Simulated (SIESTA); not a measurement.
Pd under changes of volume

One of the cells (15.547 Å³/atom); the others are scaled copies at fixed shape and fractional positions:

```
Pd
1.0
    -1.57228    1.57228    1.57228
     1.57228   -1.57228    1.57228
     1.57228    1.57228   -1.57228
Pd
1
Direct
  0.00000 0.00000 0.00000
```

This isn't the form of Pd at room conditions, which is fcc.

| Quantity | Value |
| --- | --- |
| Program | SIESTA 5.4.2 |
| Functional | PBEsol |
| Potentials or basis | PseudoDojo 0.4 standard (PBEsol files) |
| Basis | DZP (energy shift 0.003 Ry; two zetas on semicore shells) |
| Grid cutoff | 800 Ry |
| Energy shift | 0.003 Ry |
| k mesh | 12 × 12 × 12 |
| Occupations | fermi-dirac, width 0.05 eV |
| Spin | no spin polarisation |

```tsv
volume (Å³/atom)	energy over the lowest point (meV/atom)	pressure (GPa)
14.614	0.00	1.3
14.925	1.73	-2.7
15.236	10.61	-6.0
15.547	25.45	-9.0
15.858	?	?
16.169	70.82	-13.9
16.480	99.89	-15.8
```

Q: What does the run at 15.858 Å³/atom give?

A: Energy over the lowest point 45.70 meV/atom; pressure -11.7 GPa.

Worked out: A Birch-Murnaghan fit of order 3 (a polynomial in V^(-2/3)) to the other rows has its minimum at 14.70 Å³/atom with B0 = V·E''(V) = 188 GPa and B' = 5.3. It gives 45.80 meV/atom at 15.858 Å³/atom, against the run's 45.70, and -dE/dV = -11.7 GPa, against -11.7.

Energies are extrapolated to zero smearing.

Caveats: the basis of atomic orbitals isn't converged, which shifts pressures, moduli and gaps.
